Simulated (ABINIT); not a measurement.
A run of ABINIT 10.8.3 (patched build) is set up as follows.

Contents of run.abi:

```
# Datasets: ground state, then fixed potential
ndtset 2

# Pseudopotentials
pp_dirpath "./"
pseudos "Mg.LDA_PW-JTH.xml, O.LDA_PW-JTH.xml"

# Structure
acell 7.4737570706 7.4737570706 7.4737570706
rprim
     0.4057609562     0.2342661973     0.8834463171
    -0.4057609562     0.2342661973     0.8834463171
     0.0000000000    -0.4685323946     0.8834463171
ntypat 2
znucl 12 8
natom 3
typat 1 2 2
xred
     0.0000000000     0.0000000000     0.0000000000
     0.5712140000     0.5712140000     0.5712140000
     0.4287860000     0.4287860000     0.4287860000

# Plane-wave basis
ecut 23.0
pawecutdg 45.0

# Exchange and correlation
ixc 7

# Bands and occupations
occopt 3
tsmear 0.00183747

# SCF cycle
nstep 100

# Output
iomode 3
prtwf 0
prteig 0
prtebands 0
enunit 1
prtden1 1

# Dataset 1
kptopt1 1
ngkpt1 10 10 10
nshiftk1 1
shiftk1 0.0 0.0 0.0
nband1 15
tolvrs1 1.0e-9

# Dataset 2: bands along G-L-B1
iscf2 -2
getden2 1
nband2 21
nbdbuf2 4
tolwfr2 1.0e-11
kptopt2 -2
ndivsm2 5
prteig2 1
kptbounds2
     0.0000000000     0.0000000000     0.0000000000
     0.5000000000     0.0000000000     0.0000000000
     0.5000000000     0.2135445148    -0.2135445148
```

Potentials or basis: JTH PAW LDA v2.0.

The run is started by

```console
$ abinit run.abi > log 2>&1
```

Problem. Predict the band gap along the path.

Solution. 4.38 eV, direct.

Problem. What does it give for the band gap on the k mesh?

Solution. 2.16 eV, direct.

Problem. What does it give for the largest force?

Solution. 0.499 eV/Å.

Problem. Estimate the pressure.

Solution. -10.0 GPa.

Stress tensor (GPa, compression positive):
```
 -8.38   0.00   0.00
  0.00  -8.38   0.00
  0.00   0.00 -13.29
```

Caveat: the atomic spheres overlap. Expect the measured gap to be larger: semilocal functionals such as LDA lack the derivative discontinuity.
